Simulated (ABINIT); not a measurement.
BAs:

```
As B
1.0
     0.00000    2.38850    2.38850
     2.38850    0.00000    2.38850
     2.38850    2.38850    0.00000
As B
1 1
Direct
  0.75000 0.75000 0.75000
  0.00000 0.00000 0.00000
```

Base run:

- Program: ABINIT 10.8.3 (patched build)
- Functional: r2SCAN
- Potentials or basis: JTH PAW PBE v2.0 sp
- Cutoff: 490 eV
- k mesh: 10 × 10 × 10
- Occupations: fermi-dirac, width 0.05 eV
- Spin: no spin polarisation

Its results: band gap on the k mesh 1.37 eV, indirect (least direct gap 3.47 eV); pressure 1.2 GPa.

The run is repeated on the same cell with these changes: functional from r2SCAN to SCAN. What comes out?

Band gap on the k mesh 1.42 eV, indirect (least direct gap 3.60 eV); pressure 0.0 GPa.

Caveats: the PAW data sets were made with another functional, which shifts forces and pressure a little; this set keeps more shells in the core, which shifts pressures and gaps.
